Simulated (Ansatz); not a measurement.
HgTe, DFT, LDA, PAW with Ansatz's default frozen-core files, scalar-relativistic (Ansatz 0.2.0), run on 1 thread of Intel(R) Xeon(R) Platinum 8488C (Sapphire Rapids) on a shared host.

The geometry is COD entry 1538296, unchecked; take it as a test cell.

Command: `ansatz run input.yaml --threads 1 --pin off --max-ram 2048MiB --backend cpu --events-out ev --progress --plain --runs-dir out`

```yaml
crystal:
  lattice:
    - [0.0, 2.9215, 2.9215]
    - [2.9215, 0.0, 2.9215]
    - [2.9215, 2.9215, 0.0]
  atoms:
    - { symbol: Hg, position: [0.0, 0.0, 0.0] }
    - { symbol: Te, position: [0.5, 0.5, 0.5] }
kpoints:
  mp_grid: { grid: [12, 12, 12] }
  band_path:
    path:
      - [0.0, 0.0, 0.0]
      - [0.5, 0.0, 0.5]
      - [0.625, 0.25, 0.625]
      - [0.375, 0.375, 0.75]
      - [0.0, 0.0, 0.0]
      - [0.5, 0.5, 0.5]
      - [0.5, 0.25, 0.75]
      - [0.5, 0.0, 0.5]
    npoints: 5
scf:
  occupations: { method: fermi_dirac, width: 0.08 }
hamiltonian:
  xc: lda
  pseudopotentials: { kind: paw }
output:
  forces: true
  stress: true
  eigenvalues: true
  efg: { contact_densities: true }
  write_density: true
  write_potential: true
  elf: true
  volumetric_format: npy
```

(1) How large is the problem that the program sets up?

(2) Estimate the wall time and the peak memory.

(3) And the same cell and mesh by full-potential LAPW, asked for forces, stress, eigenvalues and the same band path, on the same hardware?

Results:

(1) 72 irreducible k-points, 941 plane waves at Γ, 22 bands.

(2) 5.5 s of wall time for 6 SCF iterations, with a peak of 0.49 GiB. Times on shared machines scatter by tens of per cent.

(3) 20 s, peak memory 0.5 GiB.
